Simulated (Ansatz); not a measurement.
## BaTiO3: pressure and energy above lowest point against volume scale

All results are calculated (Ansatz 0.2.0). Free energy against uniform scaling of the volume at fixed shape and fractions; periodic cell, basis, potentials, k mesh and filling as listed.

The cell before it is scaled or strained (space group Amm2, No. 38):
```
BaTiO3
1.0
      3.9855     0.0000     0.0000
      0.0000     2.8369     2.8452
      0.0000    -2.8369     2.8452
Ba Ti O
1 1 3
Direct
  0.00000 0.00000 0.00000
  0.50000 0.51240 0.51240
  0.00000 0.48740 0.48740
  0.50000 0.50524 0.99184
  0.50000 0.99184 0.50524
```

Settings of every row: functional LDA; dispersion none; potentials PAW; wave cutoff 500 eV; density cutoff 2000 eV; k mesh 6x6x6; k shift 0x0x0; occupations fermi dirac; smearing width 0.02 eV; spin none.

Limits: no spin-orbit coupling, which can matter with elements this heavy.

| row | volume scale | V (Å³/atom) | pressure (GPa) | energy above lowest point (meV/atom) |
| --- | --- | --- | --- | --- |
| 1 | 0.88 | 11.324 | ? | ? |
| 2 | 0.92 | 11.838 | 6.91 | 7.7 |
| 3 | 0.96 | 12.353 | -1.78 | 0 |
| 4 | 1 | 12.868 | -8.68 | 17.2 |
| 5 | 1.04 | 13.382 | -14.15 | 54.2 |
| 6 | 1.08 | 13.897 | -18.48 | 106.9 |
| 7 | 1.12 | 14.412 | -21.89 | 172 |

Question: what pressure and energy above lowest point should row 1 give?

Worked fit of pressure. Take u = (V_r/V)^(2/3) − 1 with V_r = 13.125 Å³ an atom, which is twice the finite (Eulerian) strain; such expansions in the strain, on which the Birch-Murnaghan equation of state is built, carry the rest volume and the bulk modulus. The shown rows have u = 0.07122, 0.04124, 0.01327, -0.01284, -0.03739, -0.06046. Least squares give pressure = −11.574 + 208.934 × u + 668.92 × u² + 582.8 × u³ GPa; a parabola predicts inner rows, each left out in turn, worse (root mean square 0.054 against 0.0036 GPa). All shown rows lie on it to the printed digit. The pressure vanishes at u = 0.0478, or V = 12.24 Å³ an atom, and there the bulk modulus at fixed shape and fractions is B = −V dP/dV = (2/3)(1 + u) dP/du = 193 GPa. Letting shape and atoms relax would as a rule lower it, by much in layered, chain or molecular crystals. The withheld row has u = 0.1034, so the fit gives −11.574 + 208.934 × (0.1034) + 668.92 × (0.1034)² + 582.8 × (0.1034)³ = 17.83 GPa.

The calculation gave 17.84 GPa. The fit lies 0.01 GPa (0.025 % of the column's range) below it, one unit of the last digit. This row lies beyond the range of the fit.

Worked fit of energy above lowest point. Take u = (V_r/V)^(2/3) − 1 with V_r = 13.125 Å³ an atom, which is twice the finite (Eulerian) strain; such expansions in the strain, on which the Birch-Murnaghan equation of state is built, carry the rest volume and the bulk modulus. The shown rows have u = 0.07122, 0.04124, 0.01327, -0.01284, -0.03739, -0.06046. Least squares give energy above lowest point = 33.52 − 1422.12 × u + 14598.6 × u² + 3922 × u³ meV/atom; a parabola predicts inner rows, each left out in turn, worse (root mean square 0.37 against 0.045 meV/atom). All shown rows lie on it to the printed digit. Its lowest point lies at u = 0.0478, or V = 12.24 Å³ an atom, and the curvature there gives the bulk modulus at fixed shape and fractions, B = (4/9)(1 + u)² E″(u)/V = 194 GPa. Letting shape and atoms relax would as a rule lower it, by much in layered, chain or molecular crystals. The withheld row has u = 0.1034, so the fit gives 33.52 − 1422.12 × (0.1034) + 14598.6 × (0.1034)² + 3922 × (0.1034)³ = 46.9 meV/atom.

The calculation gave 46.8 meV/atom. The fit lies 0.1 meV/atom (0.058 % of the column's range) above it, one unit of the last digit. This row lies beyond the range of the fit.
